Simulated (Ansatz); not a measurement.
Molecular dynamics on a 2×2×2 supercell (16 atoms) of LiH (zincblende), relaxed with r2SCAN. Forces come from PBE in Ansatz: a Nosé-Hoover thermostat at fixed volume, 100 K, steps of 1 fs. Computed, non-magnetic; the trajectory is short and the cell small, so nothing here is a converged average. The structure comes from a prototype and may be hypothetical.

```yaml
crystal:
  lattice:
    - [0.0, 4.2902440197, 4.2902440197]
    - [4.2902440197, 0.0, 4.2902440197]
    - [4.2902440197, 4.2902440197, 0.0]
  atoms:
    - { symbol: Li, position: [0.0, 0.0, 0.0] }
    - { symbol: H, position: [0.125, 0.125, 0.125] }
    - { symbol: Li, position: [0.0, 0.0, 0.5] }
    - { symbol: H, position: [0.125, 0.125, 0.625] }
    - { symbol: Li, position: [0.0, 0.5, 0.0] }
    - { symbol: H, position: [0.125, 0.625, 0.125] }
    - { symbol: Li, position: [0.0, 0.5, 0.5] }
    - { symbol: H, position: [0.125, 0.625, 0.625] }
    - { symbol: Li, position: [0.5, 0.0, 0.0] }
    - { symbol: H, position: [0.625, 0.125, 0.125] }
    - { symbol: Li, position: [0.5, 0.0, 0.5] }
    - { symbol: H, position: [0.625, 0.125, 0.625] }
    - { symbol: Li, position: [0.5, 0.5, 0.0] }
    - { symbol: H, position: [0.625, 0.625, 0.125] }
    - { symbol: Li, position: [0.5, 0.5, 0.5] }
    - { symbol: H, position: [0.625, 0.625, 0.625] }
kpoints:
  mp_grid: { grid: [4, 4, 4] }
hamiltonian:
  xc: pbe
scf:
  occupations: { method: fermi_dirac, width: 0.02 }
md:
  ensemble: nvt_nose_hoover
  temperature: 100
  timestep: 1.0
  n_steps: 40
  initial_velocities: maxwell_boltzmann
  seed: 2141
```

Run as `ansatz run input.yaml --threads 4 --pin off --max-ram 3686MiB --backend cpu --events-out ev --progress --plain --runs-dir out`. Wall time 70 s on 4 threads of Arm Neoverse V1 (shared host); peak host memory 0.56 GiB.

Task: How do temperature and energy develop?

Result: The temperature starts at 100 K, is lowest at step 26 (28 K, 26 fs) and ends at 69 K. The thermostat hasn't had time to restore it. The atoms start on their lattice sites with kinetic energy alone, so much of it first passes into potential energy. By the last step the atoms have moved 0.08 Å in the root mean square, the drift of the whole cell taken out, 0.13 Å at most.
```tsv
step	t (fs)	T (K)	free energy F from step 0 (meV/atom)	kinetic energy (meV/atom)	largest force (eV/Å)
0	0	100	0.0	12.1	0.00
1	1	98	0.2	11.9	0.05
2	2	94	0.8	11.4	0.10
3	3	87	1.6	10.5	0.15
4	4	78	2.7	9.4	0.19
5	5	68	3.9	8.2	0.24
6	6	58	5.1	7.0	0.28
7	7	49	6.2	6.0	0.31
8	8	42	7.0	5.1	0.34
9	9	37	7.6	4.5	0.36
10	10	35	7.9	4.3	0.37
11	11	35	7.9	4.2	0.37
12	12	37	7.7	4.4	0.37
13	13	39	7.4	4.8	0.36
14	14	43	7.0	5.2	0.35
15	15	46	6.6	5.6	0.36
16	16	49	6.3	5.9	0.36
17	17	50	6.2	6.0	0.36
18	18	50	6.2	6.0	0.36
19	19	48	6.4	5.8	0.37
20	20	46	6.7	5.5	0.38
21	21	42	7.1	5.1	0.40
22	22	38	7.6	4.6	0.40
23	23	34	8.1	4.2	0.41
24	24	31	8.5	3.8	0.41
25	25	29	8.8	3.5	0.42
26	26	28	8.9	3.4	0.42
27	27	28	8.9	3.4	0.43
28	28	30	8.7	3.6	0.43
29	29	33	8.4	3.9	0.42
30	30	37	7.9	4.4	0.40
31	31	41	7.3	5.0	0.37
32	32	47	6.7	5.7	0.34
33	33	52	6.1	6.3	0.30
34	34	57	5.5	6.9	0.26
35	35	62	5.0	7.5	0.27
36	36	65	4.5	7.9	0.27
37	37	68	4.2	8.2	0.27
38	38	69	4.1	8.4	0.27
39	39	70	4.1	8.5	0.26
40	40	69	4.2	8.4	0.26
```

Positions (Å) and forces (eV/Å) at step 40:
```
Li   0.030   0.011  -0.074    -0.064   0.055   0.099
H    1.099   1.095   0.999    -0.042  -0.015   0.115
Li   2.147   2.223  -0.014     0.041  -0.160  -0.060
H    3.236   3.273   1.046    -0.017  -0.043  -0.002
Li   2.076  -0.024   2.124     0.018  -0.023   0.025
H    3.177   1.002   3.177    -0.089   0.153   0.085
Li   4.184   2.100   2.081     0.179   0.031   0.181
H    5.302   3.150   3.226    -0.049   0.157  -0.120
Li   0.054   2.146   2.136    -0.050   0.037   0.026
H    1.108   3.237   3.239     0.070  -0.155  -0.021
Li   2.221   4.297   2.215    -0.146  -0.005  -0.138
H    3.234   5.377   3.213     0.148   0.086   0.127
Li   2.145   2.135   4.364     0.026  -0.067  -0.103
H    3.227   3.244   5.402    -0.029  -0.115  -0.037
Li   4.302   4.279   4.329    -0.027   0.011  -0.051
H    5.360   5.320   5.443     0.031   0.052  -0.126
```
